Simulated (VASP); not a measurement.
Computed with TPSS meta-GGA, VASP's PBE PAW potentials (set 64) (plane waves; VASP).

The input files of a VASP run:

**POSCAR**
```
MgF2
1
    4.6491156002     0.0000000000     0.0000000000
    0.0000000000     4.6491156002     0.0000000000
    0.0000000000     0.0000000000     3.0691598000
Mg F
2 4
Direct
  0.0000000000   0.0000000000   0.0000000000
  0.5000000000   0.5000000000   0.5000000000
  0.3032234355   0.3032234355   1.0000000000
  0.8032234355   0.1967765645   0.5000000000
  0.1967765645   0.8032234355   0.5000000000
  0.6967765645   0.6967765645   0.0000000000
```

INCAR:
```
! general
SYSTEM =MgF2
PREC   =Accurate
ENCUT  =520
LREAL  =.FALSE.   ! projection in real space or not
LASPH  =.TRUE.   ! aspherical one-centre terms

! electronic loop
EDIFF  =1E-7
NELM   =100
ALGO   =Normal
LMIXTAU=.TRUE.

! smearing
ISMEAR =0   ! Gaussian
SIGMA  =0.05   ! width (eV)

! functional
METAGGA=TPSS

! ions
IBRION =2
NSW    =30
ISIF   =4   ! ions and shape, fixed volume
EDIFFG =-0.01   ! ionic stop

! output
LWAVE  =.FALSE.
LCHARG =.FALSE.
```

KPOINTS:
```
Automatic mesh
0
Gamma
5 5 7
0 0 0
```

POTCAR, in this order: Mg F (PBE.64 set). Program: vasp_std.

What VASP printed:

### OUTCAR
```
 ion  position               nearest neighbor table
   1  0.000  0.000  0.000-   3 1.99   6 1.99   5 2.01   4 2.01   4 2.01   5 2.01   2 3.63   2 3.63
                             2 3.63   2 3.63   2 3.63   2 3.63   2 3.63   2 3.63
   2  0.500  0.500  0.500-   4 1.99   5 1.99   3 2.01   6 2.01   3 2.01   6 2.01   1 3.63   1 3.63
                             1 3.63   1 3.63   1 3.63   1 3.63   1 3.63   1 3.63
   3  0.303  0.303  0.000-   1 1.99   2 2.01   2 2.01
   4  0.803  0.197  0.500-   2 1.99   1 2.01   1 2.01
   5  0.197  0.803  0.500-   2 1.99   1 2.01   1 2.01
   6  0.697  0.697  0.000-   1 1.99   2 2.01   2 2.01
  LATTYP: Found a simple tetragonal cell.
 ALAT       =     4.6491156002
 C/A-ratio  =     0.6601599237
 Subroutine PRICEL returns:
 Original cell was already a primitive cell.
 Subroutine GETGRP returns: Found 16 space group operations
The static configuration has the point symmetry D_2h.
 The point group associated with its full space group is D_4h.
The dynamic configuration has the point symmetry D_2h.
 Subroutine INISYM returns: Found 16 space group operations
 Subroutine IBZKPT returns following result:
 Found     24 irreducible k-points:

 Following reciprocal coordinates:
            Coordinates               Weight
  0.000000  0.000000  0.000000      1.000000
  0.200000  0.000000  0.000000      4.000000
  0.400000  0.000000  0.000000      4.000000
  0.200000  0.200000  0.000000      4.000000
  0.400000  0.200000  0.000000      8.000000
  0.400000  0.400000  0.000000      4.000000
  0.000000  0.000000  0.142857      2.000000
  0.200000  0.000000  0.142857      8.000000
  0.400000  0.000000  0.142857      8.000000
  0.200000  0.200000  0.142857      8.000000
  0.400000  0.200000  0.142857     16.000000
  0.400000  0.400000  0.142857      8.000000
  0.000000  0.000000  0.285714      2.000000
  0.200000  0.000000  0.285714      8.000000
  0.400000  0.000000  0.285714      8.000000
  0.200000  0.200000  0.285714      8.000000
...
```

File OSZICAR:
```
       N       E                     dE             d eps       ncg     rms          rms(c)
DAV:   1     0.218153883915E+03    0.21815E+03   -0.18664E+04   992   0.154E+03
DAV:   2    -0.328788203138E+02   -0.25103E+03   -0.24400E+03  1300   0.391E+02
DAV:   3    -0.444496823513E+02   -0.11571E+02   -0.11541E+02  1128   0.900E+01
DAV:   4    -0.445346752795E+02   -0.84993E-01   -0.84961E-01  1096   0.846E+00
DAV:   5    -0.445352356176E+02   -0.56034E-03   -0.56031E-03  1112   0.713E-01    0.809E+00
DAV:   6    -0.490157789002E+02   -0.44805E+01   -0.94917E+01   960   0.142E+02    0.635E+00
DAV:   7    -0.498190855077E+02   -0.80331E+00   -0.20530E+00  1068   0.136E+01    0.285E+00
DAV:   8    -0.500374569499E+02   -0.21837E+00   -0.39503E+00  1120   0.148E+01    0.319E+00
DAV:   9    -0.488092590413E+02    0.12282E+01   -0.29772E+00  1068   0.141E+01    0.197E+00
DAV:  10    -0.499630697969E+02   -0.11538E+01   -0.57872E-01   968   0.898E+00    0.170E+00
DAV:  11    -0.499299339859E+02    0.33136E-01   -0.13445E-01  1100   0.305E+00    0.508E-01
DAV:  12    -0.499295011978E+02    0.43279E-03   -0.11793E-02  1028   0.995E-01    0.217E-01
DAV:  13    -0.499273272910E+02    0.21739E-02   -0.30367E-03  1004   0.677E-01    0.117E-01
DAV:  14    -0.499304398288E+02   -0.31125E-02   -0.37188E-03  1100   0.568E-01    0.488E-02
DAV:  15    -0.499304337647E+02    0.60641E-05   -0.13783E-04  1024   0.143E-01    0.179E-02
DAV:  16    -0.499304703068E+02   -0.36542E-04   -0.30997E-05   996   0.601E-02    0.399E-03
DAV:  17    -0.499304755504E+02   -0.52436E-05   -0.65721E-06  1108   0.321E-02    0.112E-03
DAV:  18    -0.499304757485E+02   -0.19813E-06   -0.57608E-07  1064   0.746E-03    0.563E-04
DAV:  19    -0.499304762455E+02   -0.49693E-06   -0.29494E-07   880   0.665E-03    0.261E-04
DAV:  20    -0.499304763246E+02   -0.79141E-07   -0.75945E-08   636   0.321E-03
   1 F= -.49930476E+02 E0= -.49930476E+02  d E =-.499305E+02
       N       E                     dE             d eps       ncg     rms          rms(c)
DAV:   1    -0.499304576774E+02    0.18568E-04   -0.13661E-02   960   0.111E+00    0.255E-02
DAV:   2    -0.499304992055E+02   -0.41528E-04   -0.39728E-04  1084   0.188E-01    0.154E-02
DAV:   3    -0.499305062596E+02   -0.70541E-05   -0.79666E-06  1072   0.316E-02    0.815E-03
DAV:   4    -0.499305012772E+02    0.49825E-05   -0.28575E-06  1056   0.280E-02    0.653E-04
DAV:   5    -0.499305032186E+02   -0.19415E-05   -0.37801E-06   964   0.241E-02    0.131E-03
DAV:   6    -0.499305055180E+02   -0.22994E-05   -0.34550E-07   920   0.666E-03    0.629E-04
DAV:   7    -0.499305055416E+02   -0.23568E-07   -0.17072E-08   484   0.153E-03
   2 F= -.49930506E+02 E0= -.49930506E+02  d E =-.292169E-04
```

File OUTCAR:
```
------------------------ aborting loop because EDIFF is reached ----------------------------------------
  FORCE on cell =-STRESS in cart. coord.  units (eV):
  Direction    XX          YY          ZZ          XY          YZ          ZX
  --------------------------------------------------------------------------------------
  Total        0.0703502      0.0703502      0.0570886      0.0000000      0.0000000      0.0000000
  in kB        1.6990871      1.6990871      1.3787954      0.0000000      0.0000000      0.0000000
  external PRESSURE =       1.5923232 kB  Pullay stress =       0.0000000 kB
  volume of cell :       66.34
      direct lattice vectors                 reciprocal lattice vectors
     4.649557590 -0.000000000  0.000000000     0.215074226  0.000000000  0.000000000
    -0.000000000  4.649557590  0.000000000     0.000000000  0.215074226  0.000000000
     0.000000000  0.000000000  3.068576316     0.000000000  0.000000000  0.325884025
 POSITION                                       TOTAL-FORCE (eV/Angst)
 -----------------------------------------------------------------------------------
      4.64956      4.64956      0.00000         0.000000      0.000000      0.000000
      2.32478      2.32478      1.53429         0.000000      0.000000      0.000000
      1.41031      1.41031      3.06858         0.003802      0.003802     -0.000000
      3.73509      0.91447      1.53429         0.003802     -0.003802      0.000000
      0.91447      3.73509      1.53429        -0.003802      0.003802     -0.000000
      3.23925      3.23925      0.00000        -0.003802     -0.003802      0.000000
 -----------------------------------------------------------------------------------
    total drift:                                0.000000     -0.000000     -0.000000
  FREE ENERGIE OF THE ION-ELECTRON SYSTEM (eV)
  ---------------------------------------------------
  free  energy   TOTEN  =       -49.9305055416 eV

  energy  without entropy=      -49.9305055416  energy(sigma->0) =      -49.93050554

 reached required accuracy - stopping structural energy minimisation
```
(Selected blocks of OUTCAR.)

**CONTCAR**
```
MgF2
   1.00000000000000
     4.6495575898459514   -0.0000000000000000    0.0000000000000000
    -0.0000000000000000    4.6495575898459514    0.0000000000000000
     0.0000000000000000    0.0000000000000000    3.0685763155068773
  Mg              F
     2     4
Direct
     1.0000000000000000    1.0000000000000000    0.0000000000000000
     0.5000000000000000    0.5000000000000000    0.5000000000000000
     0.3033211210059827    0.3033211210059827    1.0000000000000000
     0.8033211210059827    0.1966788789940173    0.5000000000000000
     0.1966788789940173    0.8033211210059827    0.5000000000000000
     0.6966788789940173    0.6966788789940173    0.0000000000000000
```

**OUTCAR**
```
 val. band max:       -1.5026308146   @ k =   0.0000   0.0000   0.0000

 cond. band min:       5.7924934924   @ k =   0.0000   0.0000   0.0000


 Fermi energy:        -1.2184860556

 k-point     1 :       0.0000    0.0000    0.0000
  band No.  band energies     occupation
      1     -22.7579      2.00000
      2     -22.0028      2.00000
      3     -22.0028      2.00000
      4     -21.9230      2.00000
      5      -5.5401      2.00000
      6      -3.9086      2.00000
      7      -3.5673      2.00000
      8      -3.5673      2.00000
      9      -3.3917      2.00000
     10      -3.3713      2.00000
     11      -2.7208      2.00000
     12      -2.7208      2.00000
     13      -2.2402      2.00000
     14      -1.8238      2.00000
     15      -1.8238      2.00000
     16      -1.5026      2.00000
     17       5.7925      0.00000
     18      10.9670      0.00000
     19      10.9670      0.00000
     20      12.5243      0.00000

 k-point     2 :       0.2000    0.0000    0.0000
  band No.  band energies     occupation
      1     -22.6973      2.00000
      2     -22.1142      2.00000
      3     -21.9862      2.00000
      4     -21.8949      2.00000
      5      -5.3963      2.00000
      6      -4.0085      2.00000
      7      -3.8592      2.00000
      8      -3.3566      2.00000
      9      -3.3324      2.00000
     10      -3.0377      2.00000
     11      -2.7905      2.00000
     12      -2.6755      2.00000
     13      -2.2862      2.00000
     14      -2.1519      2.00000
     15      -1.8518      2.00000
     16      -1.5968      2.00000
     17       6.2821      0.00000
     18      10.2857      0.00000
     19      11.2267      0.00000
     20      12.6503      0.00000

 k-point     3 :       0.4000    0.0000    0.0000
  band No.  band energies     occupation
      1     -22.5346      2.00000
      2     -22.3183      2.00000
      3     -21.9455      2.00000
      4     -21.9043      2.00000
      5      -5.0292      2.00000
...
```

The compound is MgF2 in the rutile structure. This run relaxes it. Symmetry was kept, so distortions that lower it aren't found.
